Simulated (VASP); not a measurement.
# Sn (Fd-3m) in VASP: further runs

One crystal, Sn, is run at these levels: PBEsol; tasks: relaxation of cell and atoms.

Everything below comes from runs of VASP 6.6.1. Logs are shortened: lines on timing, memory, paths and dates and some standing lists are left out, and cuts for length are marked.

## (1) The crystal as given

Symmetry: Fd-3m, No. 227, cubic system. The conventional cell has a = 6.467 Å, b = 6.467 Å, c = 6.467 Å, α = 90.00°, β = 90.00°, γ = 90.00°. Sn (site symmetry -43m) is surrounded by 4 Sn at 2.80 Å.

This isn't the form of Sn at room conditions, which is tetragonal (white tin).

## (2) Relaxation of cell and atoms, PBEsol

File INCAR:

```
ALGO = Fast ; EDIFF = 1E-7
EDIFFG = -0.002 ; ENCUT = 520
GGA = PS ; IBRION = 2
ISIF = 3 ; ISMEAR = 0
KPAR = 4 ; LASPH = T
LCHARG = F ; LREAL = F
LWAVE = F ; NELM = 60
NSW = 80 ; PREC = Accurate
SIGMA = 0.02
```

File KPOINTS:

```
k-points
0
Gamma
  8 8 8
```

File POSCAR:

```
Sn
1.0
    0.0000000000      3.2333428000      3.2333428000
    3.2333428000      0.0000000000      3.2333428000
    3.2333428000      3.2333428000      0.0000000000
Sn
2
Direct
    0.0000000000      0.0000000000      0.0000000000
    0.2500000000      0.2500000000      0.2500000000
```

Potentials or basis: VASP PAW PBE potentials, release 64 (Sn_d).

Started as:

```sh
cat potpaw_PBE.64/Sn_d/POTCAR > POTCAR
mpirun -np 4 vasp_std > vasp.out
```

OUTCAR:

```text
EDIFF = 1E-7
   EDIFFG = -0.002
   ENCUT = 520
   GGA = PS
   IBRION = 2
   ISIF = 3
   ISMEAR = 0
   LASPH = T
   LREAL = F
   NELM = 60
   NSW = 80
   PREC = Accurate

 ion  position               nearest neighbor table
   1  0.000  0.000  0.000-   2 2.80   2 2.80   2 2.80   2 2.80
   2  0.250  0.250  0.250-   1 2.80   1 2.80   1 2.80   1 2.80

  LATTYP: Found a face centered cubic cell.
 ALAT       =     6.4666856000

  Lattice vectors:

 A1 = (   0.0000000000,   3.2333428000,   3.2333428000)
 A2 = (   3.2333428000,   0.0000000000,   3.2333428000)
 A3 = (   3.2333428000,   3.2333428000,   0.0000000000)

Analysis of symmetry for initial positions (statically):
=====================================================================
 Subroutine PRICEL returns:
 Original cell was already a primitive cell.

 Routine SETGRP: Setting up the symmetry group for a
 face centered cubic supercell.

 Subroutine GETGRP returns: Found 48 space group operations
 (whereof 24 operations were pure point group operations)
 out of a pool of 48 trial point group operations.

The static configuration has the point symmetry T_d .
 The point group associated with its full space group is O_h .

Analysis of symmetry for dynamics (positions and initial velocities):
=====================================================================
 Subroutine PRICEL returns:
 Original cell was already a primitive cell.

 Routine SETGRP: Setting up the symmetry group for a
 face centered cubic supercell.

 Subroutine GETGRP returns: Found 48 space group operations
 (whereof 24 operations were pure point group operations)
 out of a pool of 48 trial point group operations.

The dynamic configuration has the point symmetry T_d .
 The point group associated with its full space group is O_h .

 Subroutine INISYM returns: Found 48 space group operations
 (whereof 24 operations are pure point group operations),
 and found     1 'primitive' translations

----------------------------------------------------------------------------------------

                                     Primitive cell

  volume of cell :      67.6060

  direct lattice vectors                    reciprocal lattice vectors
     0.000000000  3.233342800  3.233342800    -0.154638723  0.154638723  0.154638723
     3.233342800  0.000000000  3.233342800     0.154638723 -0.154638723  0.154638723
     3.233342800  3.233342800  0.000000000     0.154638723  0.154638723 -0.154638723

  length of vectors
[... 95 lines left out ...]
   EMIN   =  10.00;   EMAX   =-10.00  energy-range for DOS
   EFERMI =   0.00;   METHOD = LEGACY
   ISMEAR =     0;   SIGMA  =   0.02  broadening in eV -4-tet -1-fermi 0-gaus
   EFERMI_NEDOS =   21; number of points for ismear=-14 and -15
   IALGO  =     68    algorithm
   IMIX   =      4    mixing-type and parameters
     AMIX     =   0.40;   BMIX     =  1.00
     AMIX_MAG =   1.60;   BMIX_MAG =  1.00
  volume/ion in A,a.u.               =      33.80       228.11
  Fermi-wavevector in a.u.,A,eV,Ry     =   1.220298  2.306028 20.260793  1.489126
  Thomas-Fermi vector in A             =   2.355520
   LORBIT       =      0    0 simple, 1 ext, 2 COOP (PROOUT), +10 PAW based schemes
   GGA     = PS    functional components
   LHFCALC =     F    Hartree Fock is set to
   AEXX    =    0.0000 exact exchange contribution
   IVDW    =     0    specifies the selected vdW correction
   LEPSILON=     F    determine dielectric tensor
   LRPA    =     F    only Hartree local field effects (RPA)
 conjugate gradient relaxation of ions
 non-spin polarized calculation
 RMM-DIIS sequential band-by-band and
 Gauss-broadening in eV      SIGMA  =   0.02
  energy-cutoff  :      520.00
  volume of cell :       67.61
 maximum number of plane-waves:      1841
 NGX is ok and might be reduce to    36
   NGX = 17   NGY = 17   NGZ = 17

--------------------------------------- Ionic step        1  -------------------------------------------

 number of electron      28.0000008 magnetization

 Free energy of the ion-electron system (eV)
  ---------------------------------------------------
  ext. energy  EPLUGINS =         0.00000000
  ---------------------------------------------------
  free energy    TOTEN  =        -8.44607496 eV

  energy without entropy =       -8.44598681  energy(sigma->0) =       -8.44603088

------------------------ aborting loop because EDIFF is reached ----------------------------------------

  FORCE on cell =-STRESS in cart. coord.  units (eV):
  Direction    XX          YY          ZZ          XY          YZ          ZX
  --------------------------------------------------------------------------------------
  -------------------------------------------------------------------------------------
  Total        0.6099729      0.6099729      0.6099729      0.0000000      0.0000000     -0.0000000
  in kB       14.4555914     14.4555914     14.4555914      0.0000000      0.0000000     -0.0000000
  external PRESSURE =      14.4555914 kB  Pullay stress =       0.0000000 kB
[... 59 lines left out ...]
--------------------------------------- Ionic step        3  -------------------------------------------

 number of electron      27.9999987 magnetization

 Free energy of the ion-electron system (eV)
  ---------------------------------------------------
  ext. energy  EPLUGINS =         0.00000000
  ---------------------------------------------------
  free energy    TOTEN  =        -8.45555120 eV

  energy without entropy =       -8.45546304  energy(sigma->0) =       -8.45550712

 E-fermi :   5.1679     XC(G=0):  -8.9718

 val. band max:        5.1678932528   @ k =   0.5000   0.0000   0.0000
 cond. band min:       5.2662551386   @ k =   0.3750   0.0000   0.0000
 fundamental gap:      0.0983618858
 Fermi energy:         5.1678932528

 k-point     1 :       0.0000    0.0000    0.0000
  band No.  band energies     occupation
      1     -16.2873      2.00000
      2     -16.2873      2.00000
      3     -16.2873      2.00000
      4     -16.2299      2.00000
      5     -16.2299      2.00000
      6     -15.9351      2.00000
[... 481 lines left out ...]
      5     -16.1285      2.00000
      6     -16.0527      2.00000
[... 10 lines left out ...]
     17       9.9370      0.00000
     18      10.7423      0.00000

 [... further k-points ...]

------------------------ aborting loop because EDIFF is reached ----------------------------------------

  FORCE on cell =-STRESS in cart. coord.  units (eV):
  Direction    XX          YY          ZZ          XY          YZ          ZX
  --------------------------------------------------------------------------------------
  -------------------------------------------------------------------------------------
  Total       -0.0005460     -0.0005460     -0.0005460      0.0000000      0.0000000     -0.0000000
  in kB       -0.0125361     -0.0125361     -0.0125361      0.0000000      0.0000000     -0.0000000
  external PRESSURE =      -0.0125361 kB  Pullay stress =       0.0000000 kB
[... 17 lines left out ...]
  FREE ENERGIE OF THE ION-ELECTRON SYSTEM (eV)
  ---------------------------------------------------
  free  energy   TOTEN  =        -8.4555511957 eV

  energy  without entropy=       -8.4554630410  energy(sigma->0) =       -8.45550712

 reached required accuracy - stopping structural energy minimisation
```

OSZICAR:

```text
N       E                     dE             d eps       ncg     rms          rms(c)
DAV:   1     0.205809635266E+03    0.20581E+03   -0.15023E+04  1044   0.223E+03
DAV:   2     0.112527612236E+02   -0.19456E+03   -0.19217E+03  1044   0.438E+02
[... 32 lines left out ...]
RMM:   5    -0.845555897384E+01   -0.57654E-04   -0.63362E-04  1457   0.274E-01    0.253E-02
RMM:   6    -0.845554982717E+01    0.91467E-05   -0.80035E-05  1220   0.111E-01    0.107E-02
RMM:   7    -0.845555034630E+01   -0.51913E-06   -0.28813E-05  1278   0.469E-02    0.180E-03
RMM:   8    -0.845555105382E+01   -0.70752E-06   -0.54667E-06  1161   0.310E-02    0.270E-03
RMM:   9    -0.845555122075E+01   -0.16693E-06   -0.35015E-06  1347   0.182E-02    0.572E-04
RMM:  10    -0.845555119567E+01    0.25074E-07   -0.55998E-07   907   0.691E-03
   3 F= -.84555512E+01 E0= -.84555071E+01  d E =-.947623E-02
```

CONTCAR:

```text
Sn
   1.00000000000000
    -0.0000000000000000    3.2676744115550651    3.2676744115550651
     3.2676744115550651    0.0000000000000000    3.2676744115550651
     3.2676744115550651    3.2676744115550651   -0.0000000000000000
  Sn
     2
Direct
     0.0000000000000000    0.0000000000000000    0.0000000000000000
     0.2500000000000000    0.2500000000000000    0.2500000000000000

  0.00000000E+00  0.00000000E+00  0.00000000E+00
  0.00000000E+00  0.00000000E+00  0.00000000E+00
```

Wall time 22 s (4 MPI ranks of Intel Xeon 6975P-C (Granite Rapids), shared host); peak memory 0.21 GiB.

What came out:

| Quantity | Value |
| --- | --- |
| Free energy | -8.4556 eV |
| Relaxed volume | 34.89 Å³/atom |
| Relaxed cell | a = 4.621 Å, b = 4.621 Å, c = 4.621 Å, α = 60.00°, β = 60.00°, γ = 60.00° |
| Space group after relaxing (to 0.05 Å) | Fd-3m (No. 227) |
| Energy gained by relaxing | 4.7 meV/atom |
| Ionic steps | 3 |
| Pressure after relaxing | 0.0 GPa |
| Band gap on the k mesh | none (metal or under the smearing width) |

Step by step:
```csv
step,energy change (eV),largest force (eV/Å),pressure (GPa),volume (Å³)
1,0.0000,0.0000,1.45,67.61
2,-0.0081,0.0000,-0.46,70.63
3,-0.0095,0.0000,0.00,69.78
```

Final structure:
```
CELL_PARAMETERS angstrom
0.00000 3.26767 3.26767
3.26767 0.00000 3.26767
3.26767 3.26767 0.00000
ATOMIC_POSITIONS crystal
Sn 0.00000 0.00000 0.00000
Sn 0.25000 0.25000 0.25000
```

Caveat: the PAW data sets were made with another functional, which shifts forces and pressure a little. Zero-point motion and thermal expansion aren't in these numbers.

## (3) Relaxation of cell and atoms, PBEsol

This run uses another cell than the first one, of 34.89 Å³/atom, 1.032 times its volume.

INCAR is that of step 2.

KPOINTS is that of step 2.

File POSCAR:

```
Sn                                      
1.0
   -0.0000000000      3.2676744116      3.2676744116
    3.2676744116      0.0000000000      3.2676744116
    3.2676744116      3.2676744116     -0.0000000000
  Sn            
     2
Direct
     0.0000000000000000    0.0000000000000000    0.0000000000000000
     0.2500000000000000    0.2500000000000000    0.2500000000000000
```

Potentials or basis: VASP PAW PBE potentials, release 64 (Sn_d).

Started as:

```sh
cat potpaw_PBE.64/Sn_d/POTCAR > POTCAR
mpirun -np 4 vasp_std > vasp.out
```

Wall time 9.7 s (4 MPI ranks of Intel Xeon 6975P-C (Granite Rapids), shared host); peak memory 0.2 GiB.

The run converged. Its results:

- Free energy: -8.4563 eV
- Pressure after relaxing: 0.0 GPa
- Band gap on the k mesh: none (metal or under the smearing width)

Final structure:
```
Sn
1.0
     0.00000    3.26767    3.26767
     3.26767    0.00000    3.26767
     3.26767    3.26767    0.00000
Sn
2
Direct
  0.00000 0.00000 0.00000
  0.25000 0.25000 0.25000
```

Levels at points of the mesh, in eV from the Fermi level:
| k point | band 10 | band 11 | band 12 | band 13 | band 14 | band 15 | band 16 | band 17 | band 18 |
| --- | --- | --- | --- | --- | --- | --- | --- | --- | --- |
| (0.00, 0.00, 0.00) | -21.10 | -10.39 | -0.74 | 0.19 | 0.19 | 0.19 | 2.25 | 2.25 | 2.25 |
| (0.50, 0.00, 0.00) | -21.05 | -8.80 | -6.14 | -0.98 | -0.98 | 0.00 | 3.31 | 3.31 | 5.64 |
| (0.50, 0.50, 0.00) | -21.03 | -7.36 | -7.36 | -2.30 | -2.30 | 0.88 | 0.88 | 7.68 | 7.82 |

Caveat: the relaxation stopped at its first step, so nothing moved; the PAW data sets were made with another functional, which shifts forces and pressure a little.
